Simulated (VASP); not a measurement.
Write the native input for VASP 6.6.1 that does the following.

```yaml
Task: single point
Functional: PBE
Dispersion: D3(BJ)
Potentials_or_basis: VASP PAW PBE potentials, release 64 (As)
Cutoff: 520 eV
k_mesh: 6 × 6 × 1
Occupations: gaussian, width 0.1 eV
Spin: no spin polarisation
Dipole_correction: yes
Further_INCAR_settings: ALGO = Fast; EDIFF = 1e-06; NBANDS = 12
```

The structure of As lies in POSCAR:

```
As
1.0
    3.7828824947      0.0000000000      0.0000000000
   -1.8914412474      3.2760723400      0.0000000000
    0.0000000000      0.0000000000     28.5742413760
As
2
Direct
    0.3333333333      0.6666666667      0.4774776052
    0.6666666667      0.3333333333      0.5225223948
```

These files were run (other wordings do the same):

INCAR

```
ALGO = Fast
DIPOL = 0.5 0.5 0.500
EDIFF = 1E-6
ENCUT = 520
GGA = PE
IDIPOL = 3
ISIF = 2
ISMEAR = 0
IVDW = 12
LASPH = True
LCHARG = False
LDIPOL = True
LREAL = False
LWAVE = False
NBANDS = 12
NELM = 100
PREC = Accurate
SIGMA = 0.1
```

KPOINTS

```
k-points
0
Gamma
  6 6 1
```

Potentials or basis: VASP PAW PBE potentials, release 64 (As).

The run is started by

```sh
$ cat potpaw_PBE.64/As/POTCAR > POTCAR
$ mpirun -np 1 vasp_std > vasp.out
```

Results of the run:

The largest force is 0.708 eV/Å. The band gap on the k mesh is 0.82 eV, indirect (least direct gap 0.84 eV) and the dispersion energy per atom is -0.189 eV.

Wall time 30 s on 1 thread of Intel(R) Xeon(R) 6975P-C (Granite Rapids) (shared host), peak memory 0.38 GiB.
